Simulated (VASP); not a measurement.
# Mg (Fm-3m) in VASP: notebook

The runs below take Mg through relaxation of the atoms, single point, electron localisation function, with r2SCAN, PBEsol, PBE+rVV10, LDA.

Everything below comes from runs of VASP 6.6.1. Logs are shortened: lines on timing, memory, paths and dates and some standing lists are left out, and cuts for length are marked.

## 1. The crystal as given

The structure is cubic, space group Fm-3m (No. 225). The conventional cell has a = 4.489 Å, b = 4.489 Å, c = 4.489 Å, α = 90.00°, β = 90.00°, γ = 90.00°. Mg (site symmetry m-3m) has 12 Mg at 3.17 Å as nearest neighbours.

This isn't the form of Mg at room conditions, which is hcp.

## 2. Relaxation of the atoms, r2SCAN (cell strained at random at fixed volume)

INCAR reads:

```
SYSTEM = Mg
ALGO     = Normal         ! electronic algorithm
EDIFF    = 1E-6           ! SCF threshold, eV
EDIFFG   = -0.005         ! ionic threshold
ENCUT    = 520            ! plane-wave cutoff, eV
IBRION   = 2              ! ionic algorithm
ISIF     = 2              ! what is computed and relaxed
ISMEAR   = 1              ! smearing method
LASPH    = .TRUE.         ! aspherical terms in the spheres
LCHARG   = .FALSE.        ! write CHGCAR
LMIXTAU  = .TRUE.       
LREAL    = .FALSE.        ! projectors in reciprocal space
LWAVE    = .FALSE.        ! write WAVECAR
METAGGA  = R2SCAN         ! meta-GGA
NELM     = 80             ! most SCF steps
NSW      = 60             ! ionic steps
PREC     = Accurate       ! precision mode
SIGMA    = 0.1            ! smearing width, eV
```

KPOINTS reads:

```
k-points
0
G
  10 10 10
  0 0 0
```

POSCAR reads:

```
Mg
1.0
   -0.0606070000      2.1790200000      2.3236420000
    2.2584110000     -0.0105680000      2.2736040000
    2.2482950000      2.1188650000     -0.0004530000
Mg
1
Direct
   -0.0015820000      0.0062200000     -0.0004240000
```

Potentials or basis: VASP PAW PBE potentials, release 64 (Mg).

Command:

```console
> cat potpaw_PBE.64/Mg/POTCAR > POTCAR
> mpirun -np 1 vasp_std > vasp.out
```

OUTCAR:

```text
SYSTEM = Mg
   EDIFF = 1E-6
   EDIFFG = -0.005
   ENCUT = 520
   IBRION = 2
   ISIF = 2
   ISMEAR = 1
   LASPH = .TRUE.
   LREAL = .FALSE.
   METAGGA = R2SCAN
   NELM = 80
   NSW = 60
   PREC = Accurate

 ion  position               nearest neighbor table
   1  0.998  0.006  1.000-

  LATTYP: Found a triclinic cell.
 ALAT       =     3.1154329513
 B/A-ratio  =     1.4759565309
 C/A-ratio  =     0.9916452836
 COS(alpha) =     0.0007414744
 COS(beta)  =     0.4665294246
 COS(gamma) =     0.7224398749

  Lattice vectors:

 A1 = (   0.0101160000,  -2.1294330000,   2.2740570000)
 A2 = (  -0.0504910000,   0.0495870000,   4.5976990000)
 A3 = (  -2.2482950000,  -2.1188650000,   0.0004530000)

Analysis of symmetry for initial positions (statically):
=====================================================================
 Subroutine PRICEL returns:
 Original cell was already a primitive cell.

 Routine SETGRP: Setting up the symmetry group for a
 triclinic supercell.

 Subroutine GETGRP returns: Found  2 space group operations
 (whereof  1 operations were pure point group operations)
 out of a pool of  2 trial point group operations.

The static configuration has the point symmetry C_1 .
 The point group associated with its full space group is S_2 .

Analysis of symmetry for dynamics (positions and initial velocities):
=====================================================================
 Subroutine PRICEL returns:
 Original cell was already a primitive cell.

 Routine SETGRP: Setting up the symmetry group for a
 triclinic supercell.

 Subroutine GETGRP returns: Found  2 space group operations
 (whereof  1 operations were pure point group operations)
 out of a pool of  2 trial point group operations.

The dynamic configuration has the point symmetry C_1 .
 The point group associated with its full space group is S_2 .

 Subroutine INISYM returns: Found  2 space group operations
 (whereof  1 operations are pure point group operations),
 and found     1 'primitive' translations

----------------------------------------------------------------------------------------

                                     Primitive cell

  volume of cell :      22.6072

  direct lattice vectors                    reciprocal lattice vectors
    -0.060607000  2.179020000  2.323642000    -0.213093584  0.226155797  0.212720821
     2.258411000 -0.010568000  2.273604000     0.217827276 -0.231085621  0.222384536
     2.248295000  2.118865000 -0.000453000     0.220229783  0.238221823 -0.217650847

  length of vectors
     3.186081216  3.204653971  3.089404393     0.376570667  0.387690816  0.390669535

  position of ions in fractional coordinates (direct lattice)
     0.998418000  0.006220000  0.999576000

  ion indices of the primitive-cell ions
   primitive index   ion index
                 1           1

----------------------------------------------------------------------------------------

 KPOINTS: k-points

Automatic generation of k-mesh.
 Grid dimensions read from file:
 generate k-points for:   10   10   10

 Generating k-lattice:

  Cartesian coordinates                     Fractional coordinates (reciprocal lattice)
    -0.021309358  0.022615580  0.021272082     0.100000000  0.000000000  0.000000000
     0.021782728 -0.023108562  0.022238454     0.000000000  0.100000000  0.000000000
     0.022022978  0.023822182 -0.021765085     0.000000000  0.000000000  0.100000000

  Length of vectors
     0.037657067  0.038769082  0.039066954

  Shift w.r.t. Gamma in fractional coordinates (k-lattice)
     0.000000000  0.000000000  0.000000000

 Subroutine IBZKPT returns following result:
 ===========================================

 Found    504 irreducible k-points:

 Following reciprocal coordinates:
            Coordinates               Weight
  0.000000  0.000000  0.000000      1.000000
  0.100000  0.000000  0.000000      2.000000
  0.200000  0.000000  0.000000      2.000000
  0.300000  0.000000  0.000000      2.000000
  0.400000  0.000000  0.000000      2.000000
  0.500000  0.000000  0.000000      1.000000
[... 16 lines left out ...]
 -0.400000  0.200000  0.000000      2.000000
 -0.300000  0.200000  0.000000      2.000000
 [... further k-points ...]
   k-points           NKPTS =    504   k-points in BZ     NKDIM =    504   number of bands    NBANDS=      5
   number of dos      NEDOS =    301   number of ions     NIONS =      1
   total plane-waves  NPLWV =  13824
   dimension x,y,z NGX =    24 NGY =   24 NGZ =   24
   dimension x,y,z NGXF=    48 NGYF=   48 NGZF=   48
   ions per type =               1
   NGX,Y,Z   is equivalent  to a cutoff of  12.52, 12.45, 12.91 a.u.
   NGXF,Y,Z  is equivalent  to a cutoff of  25.05, 24.90, 25.83 a.u.
 SYSTEM =  Mg
   PREC   = accura    normal or accurate (medium, high low for compatibility)
   ISTART =      0    job   : 0-new  1-cont  2-samecut
   ICHARG =      2    charge: 1-file 2-atom 10-const
   ISPIN  =      1    spin polarized calculation?
   LNONCOLLINEAR =      F non collinear calculations
   LSORBIT =      F    spin-orbit coupling
   LASPH  =      T    aspherical Exc in radial PAW
   ENCUT  =  520.0 eV  38.22 Ry    6.18 a.u.   5.92  5.96  5.74*2*pi/ulx,y,z
   NELM   =     80;   NELMIN=  2; NELMDL= -5     # of ELM steps
   EDIFF  = 0.1E-05   stopping-criterion for ELM
   LREAL  =      F    real-space projection
   EDIFFG = -.5E-02   stopping-criterion for IOM
   NSW    =     60    number of steps for IOM
   IBRION =      2    ionic relax: 0-MD 1-quasi-New 2-CG
   NFREE  =      1    steps in history (QN), initial steepest desc. (CG)
   ISIF   =      2    stress and relaxation
   ISYM   =      2    0-nonsym 1-usesym 2-fastsym
   POTIM  = 0.5000    time-step for ionic-motion
   TEBEG  =    0.0;   TEEND  =   0.0 temperature during run
   PSTRESS=    0.0 pullay stress
   NELECT =       2.0000    total number of electrons
   NUPDOWN=      -1.0000    fix difference up-down
   EMIN   =  10.00;   EMAX   =-10.00  energy-range for DOS
   EFERMI =   0.00;   METHOD = LEGACY
   ISMEAR =     1;   SIGMA  =   0.10  broadening in eV -4-tet -1-fermi 0-gaus
   EFERMI_NEDOS =   21; number of points for ismear=-14 and -15
   IALGO  =     38    algorithm
   IMIX   =      4    mixing-type and parameters
     AMIX     =   0.40;   BMIX     =  1.00
     AMIX_MAG =   1.60;   BMIX_MAG =  1.00
  volume/ion in A,a.u.               =      22.61       152.56
  Fermi-wavevector in a.u.,A,eV,Ry     =   0.729462  1.378482  7.239852  0.532114
  Thomas-Fermi vector in A             =   1.821189
   LORBIT       =      0    0 simple, 1 ext, 2 COOP (PROOUT), +10 PAW based schemes
   METAGGA = R2SCAN    functional components
   LHFCALC =     F    Hartree Fock is set to
   AEXX    =    0.0000 exact exchange contribution
   IVDW    =     0    specifies the selected vdW correction
   LEPSILON=     F    determine dielectric tensor
   LRPA    =     F    only Hartree local field effects (RPA)
 conjugate gradient relaxation of ions
 non-spin polarized calculation
 Methfessel and Paxton  Order N= 1 SIGMA  =   0.10
  energy-cutoff  :      520.00
  volume of cell :       22.61
 maximum number of plane-waves:       621
   NGX = 11   NGY = 11   NGZ = 11

 number of electron       2.0000000 magnetization

 Free energy of the ion-electron system (eV)
  ---------------------------------------------------
  ext. energy  EPLUGINS =         0.00000000
  ---------------------------------------------------
  free energy    TOTEN  =        -4.12561734 eV

  energy without entropy =       -4.12520047  energy(sigma->0) =       -4.12547838

 E-fermi :   2.7418     XC(G=0):  -9.0918

 val. band max:        2.7301604797   @ k =  -0.2000   0.4000   0.0000
 cond. band min:       2.7494816291   @ k =  -0.2000   0.4000   0.4000
 fundamental gap:      0.0193211495
 Fermi energy:         2.7417730647

 k-point     1 :       0.0000    0.0000    0.0000
  band No.  band energies     occupation
      1      -4.7340      2.00000
      2      15.2849      0.00000
      3      16.1667      0.00000
      4      16.6746      0.00000
      5      17.2138      0.00000

 k-point     2 :       0.1000    0.0000    0.0000
  band No.  band energies     occupation
      1      -4.5062      2.00000
      2      12.4610      0.00000
      3      15.7281      0.00000
      4      16.3156      0.00000
      5      18.3138      0.00000

 k-point     3 :       0.2000    0.0000    0.0000
  band No.  band energies     occupation
      1      -3.8257      2.00000
      2       9.0743      0.00000
      3      15.0909      0.00000
      4      15.8473      0.00000
      5      17.9073      0.00000

 k-point     4 :       0.3000    0.0000    0.0000
  band No.  band energies     occupation
      1      -2.7019      2.00000
      2       5.9746      0.00000
      3      14.6784      0.00000
      4      15.6030      0.00000
      5      17.1018      0.00000

 k-point     5 :       0.4000    0.0000    0.0000
  band No.  band energies     occupation
      1      -1.1520      2.00000
      2       3.2319     -0.00000
      3      14.5367      0.00000
      4      15.6357      0.00000
      5      16.1466      0.00000

 k-point     6 :       0.5000    0.0000    0.0000
  band No.  band energies     occupation
      1       0.5609      2.00000
      2       1.1207      2.00000
      3      14.5439      0.00000
      4      15.7605      0.00000
      5      15.7960      0.00000

 k-point     7 :       0.0000    0.1000   -0.0000
  band No.  band energies     occupation
      1      -4.4926      2.00000
      2      13.3428      0.00000
      3      14.8556      0.00000
      4      16.1982      0.00000
      5      17.7529      0.00000

 k-point     8 :       0.1000    0.1000    0.0000
  band No.  band energies     occupation
      1      -4.4299      2.00000
      2      13.7489      0.00000
      3      14.5125      0.00000
      4      15.1949      0.00000
      5      17.2801      0.00000

 k-point     9 :       0.2000    0.1000    0.0000
  band No.  band energies     occupation
      1      -3.9139      2.00000
      2      10.4208      0.00000
      3      14.3433      0.00000
      4      14.9327      0.00000
      5      16.2777      0.00000
[... 73 lines left out ...]
 k-point    19 :       0.2000    0.2000    0.0000
  band No.  band energies     occupation
      1      -3.5235      2.00000
      2      11.9472      0.00000
      3      12.5901      0.00000
      4      13.4539      0.00000
      5      13.4897      0.00000

 k-point    20 :       0.3000    0.2000    0.0000
  band No.  band energies     occupation
      1      -2.7267      2.00000
      2       8.8475      0.00000
      3      11.6217      0.00000
      4      12.8937      0.00000
      5      13.6709      0.00000

 k-point    21 :       0.4000    0.2000   -0.0000
  band No.  band energies     occupation
      1      -1.4945      2.00000
      2       5.9150      0.00000
      3      10.2450      0.00000
      4      12.6883      0.00000
      5      13.9856      0.00000

 k-point    22 :       0.5000    0.2000    0.0000
  band No.  band energies     occupation
      1       0.1490      2.00000
      2       3.3205     -0.00000
      3       9.2273      0.00000
      4      12.8273      0.00000
      5      14.4285      0.00000

 k-point    23 :      -0.4000    0.2000    0.0000
  band No.  band energies     occupation
      1       0.9896      2.00000
      2       2.2992      2.00000
      3       8.6086      0.00000
      4      13.3349      0.00000
      5      15.2342      0.00000

 k-point    24 :      -0.3000    0.2000    0.0000
  band No.  band energies     occupation
      1      -0.8038      2.00000
      2       4.6649     -0.00000
      3       8.4298      0.00000
      4      14.2243      0.00000
      5      16.4206      0.00000

 [... further k-points ...]

------------------------ aborting loop because EDIFF is reached ----------------------------------------

  FORCE on cell =-STRESS in cart. coord.  units (eV):
  Direction    XX          YY          ZZ          XY          YZ          ZX
  --------------------------------------------------------------------------------------
  -------------------------------------------------------------------------------------
  Total       -0.0241697      0.0583092     -0.0326874      0.1698455     -0.1113537      0.1041522
  in kB       -1.7129077      4.1323821     -2.3165613     12.0369752     -7.8916510      7.3812782
  external PRESSURE =       0.0343044 kB  Pullay stress =       0.0000000 kB

 VOLUME and BASIS-vectors are now :
 -----------------------------------------------------------------------------
  energy-cutoff  :      520.00
  volume of cell :       22.61
      direct lattice vectors                 reciprocal lattice vectors
    -0.060607000  2.179020000  2.323642000    -0.213093584  0.226155797  0.212720821
     2.258411000 -0.010568000  2.273604000     0.217827276 -0.231085621  0.222384536
     2.248295000  2.118865000 -0.000453000     0.220229783  0.238221823 -0.217650847

 POSITION                                       TOTAL-FORCE (eV/Angst)
 -----------------------------------------------------------------------------------
      2.20088      4.29347      2.33366         0.000000      0.000000     -0.000000
 -----------------------------------------------------------------------------------
    total drift:                               -0.000003     -0.000023     -0.000050

  FREE ENERGIE OF THE ION-ELECTRON SYSTEM (eV)
  ---------------------------------------------------
  free  energy   TOTEN  =        -4.1256173355 eV

  energy  without entropy=       -4.1252004682  energy(sigma->0) =       -4.12547838

 reached required accuracy - stopping structural energy minimisation
```

Wall time 97 s (1 thread of Intel Xeon Platinum 8488C (Sapphire Rapids), shared host); peak memory 0.19 GiB.

What came out:

- Free energy: -4.1256 eV
- Pressure after relaxing: 0.0 GPa
- Band gap on the k mesh: none (metal or under the smearing width)

Stress tensor (GPa, compression positive):
```
-0.17  1.20  0.74
 1.20  0.41 -0.79
 0.74 -0.79 -0.23
```

Final structure:
```
Mg
1.0
    -0.06061    2.17902    2.32364
     2.25841   -0.01057    2.27360
     2.24830    2.11886   -0.00045
Mg
1
Direct
  0.99842 0.00622 0.99958
```

Caveat: the relaxation stopped at its first step, so nothing moved; the PAW data sets were made with another functional, which shifts forces and pressure a little.

(Continued in part 2 of 2.)
